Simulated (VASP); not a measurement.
Wanted: the native input for a VASP 6.6.1 run.

* Task: relaxation of cell and atoms
* Functional: PBE
* Potentials or basis: VASP PAW PBE potentials, release 64 (Zn, Se)
* Cutoff: 520 eV
* k mesh: 10 × 10 × 10
* Occupations: gaussian, width 0.02 eV
* Spin: no spin polarisation
* Further INCAR settings: ALGO = Fast; EDIFF = 1e-07; IBRION = 2; EDIFFG = -0.002; NSW = 80; ISIF = 3

The structure of ZnSe lies in POSCAR:

```
ZnSe
1.0
    0.0000000000      2.8338000000      2.8338000000
    2.8338000000      0.0000000000      2.8338000000
    2.8338000000      2.8338000000      0.0000000000
Zn Se
1 1
Direct
    0.0000000000      0.0000000000      0.0000000000
    0.2500000000      0.2500000000      0.2500000000
```

One way to write it, as run:

INCAR

```
PREC = Accurate ; ENCUT = 520
EDIFF = 1E-7 ; ISMEAR = 0
SIGMA = 0.02 ; LREAL = False
LASPH = True ; NELM = 100
ALGO = Fast ; ISIF = 3
LWAVE = False ; LCHARG = False
GGA = PE ; IBRION = 2
NSW = 80 ; EDIFFG = -0.002
```

KPOINTS

```
Automatic mesh
0
Gamma
  10 10 10
```

Potentials or basis: VASP PAW PBE potentials, release 64 (Zn, Se).

Run with:

```sh
$ cat potpaw_PBE.64/Zn/POTCAR potpaw_PBE.64/Se/POTCAR > POTCAR
$ mpirun -np 1 vasp_std > vasp.out
```

Results of the run:

| Property | Result |
| --- | --- |
| Relaxed volume | 23.63 Å³/atom |
| Relaxed cell | a = 4.058 Å, b = 4.058 Å, c = 4.058 Å, α = 60.00°, β = 60.00°, γ = 60.00° |
| Space group after relaxing (to 0.05 Å) | F-43m (No. 216) |
| Energy gained by relaxing | 6.2 meV/atom |
| Ionic steps | 10 |
| Pressure after relaxing | 0.0 GPa |
| Band gap on the k mesh | 1.14 eV, direct |

Run time: 70 s on 1 thread of Intel(R) Xeon(R) 6975P-C (Granite Rapids) (shared host), peak memory 0.19 GiB.
